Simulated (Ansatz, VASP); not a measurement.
**One calculation of FeO, two programs**

Contents of INCAR:

```
SYSTEM = FeO
PREC = Accurate
ENCUT = 520
EDIFF = 1E-6
ISMEAR = -1
SIGMA = 0.05
LREAL = .FALSE.
LASPH = .TRUE.
NELM = 150
ALGO = Normal
ISIF = 2
LWAVE = .FALSE.
LCHARG = .FALSE.
ISPIN = 2
MAGMOM = 3 0
LORBIT = 11
LMAXMIX = 4
GGA = PE
NBANDS = 18
```

File KPOINTS:

```
regular mesh
0
G
  10 10 10
  0 0 0
```

POSCAR

```
FeO
1.0
    2.6124696300      0.0000000000      0.0000000000
    0.0000000000      2.6124696300      0.0000000000
    0.0000000000      0.0000000000      2.6124696300
Fe O
1 1
Direct
    0.0000000000      0.0000000000      0.0000000000
    0.5000000000      0.5000000000      0.5000000000
```

Contents of input.yaml:

```yaml
crystal:
  lattice:
    - [2.61246963, 0.0, 0.0]
    - [0.0, 2.61246963, 0.0]
    - [0.0, 0.0, 2.61246963]
  atoms:
    - { symbol: Fe, position: [0.0, 0.0, 0.0], spin: 3.0 }
    - { symbol: O, position: [0.5, 0.5, 0.5] }
hamiltonian:
  xc: pbe
  pseudopotentials: { kind: paw }
magnetization:
  spin_polarized: true
kpoints:
  mp_grid: { grid: [10, 10, 10] }
scf:
  occupations: { method: fermi_dirac, width: 0.05 }
output:
  forces: true
  stress: true
  eigenvalues: true
  write_density: true
  write_potential: true
  elf: true
  volumetric_format: npy
```

The cell comes from a database or a generator and needn't be the stable form of this composition.

Alike in both runs: task single point; functional PBE; k mesh 10 × 10 × 10; occupations fermi-dirac, width 0.05 eV; collinear spin.

|  | VASP | Ansatz |
| --- | --- | --- |
| version | VASP 6.6.1 | Ansatz 0.2.0 |
| potentials or method | VASP PAW PBE potentials, release 64 (Fe, O) | Ansatz PAW |
| plane-wave cutoff (eV) | 520 | 420 |
| valence electrons in the cell | 14 | 22 |

Ansatz gave:

```
gap on the k mesh at the Fermi level (eV)                     : none
pressure (GPa)                                                : 9.3
net moment per atom (μB)                                      : 2.00
size of the moment on the site where the two differ most (μB) : 3.44
```

Q: What did VASP give for the same quantities?

A: gap on the k mesh at the Fermi level (eV): none; pressure (GPa): 9.3; net moment per atom (μB): 2.00; size of the moment on the site where the two differ most (μB): 3.53.

Site moments also hang on the region over which each program counts them. A gap of «none» marks a metal or a gap that the smearing closes. The two sets of potentials don't hold the same shells in valence.

Caveats: a cell with one magnetic atom can't hold antiferromagnetic order, which such compounds often take; semilocal functionals often make such compounds metallic where correlation or magnetic order opens a gap, which also shifts bond lengths; the pressure holds a Pulay correction of +0.8 GPa for the finite cutoff (Ansatz).
